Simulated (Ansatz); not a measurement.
## Bi

```
CELL_PARAMETERS angstrom
-1.99295 1.99295 1.99295
1.99295 -1.99295 1.99295
1.99295 1.99295 -1.99295
ATOMIC_POSITIONS crystal
Bi 0.00000 0.00000 0.00000
```

The cell was built from the bcc type and relaxed in the same program, and has space group Im-3m; it needn't be a known or the stable phase.

Spin–orbit coupling is left out, though it moves levels of the heavy atoms by tenths of an eV or more.

The calculation used Ansatz 0.2.0, DFT, PBE, all-electron LAPW, scalar-relativistic.

Settings: a Γ-centred 13×13×13 k mesh, Fermi–Dirac smearing of 0.08 eV, basis error target 0.25 meV/atom, no spin polarisation.

- Pressure at this cell: 0.05 GPa
- Volume per atom: 31.66 Å³

(1) Predict this quantity. Band gap.

(2) Predict this quantity. Density of states at the Fermi level (0.2 eV bin).

Results:

(1) none: with an odd electron count and no spin polarisation the bands can't all be full, a metal in this set-up (spin order or a larger cell could open a gap).

(2) 0.67 states/eV per cell.
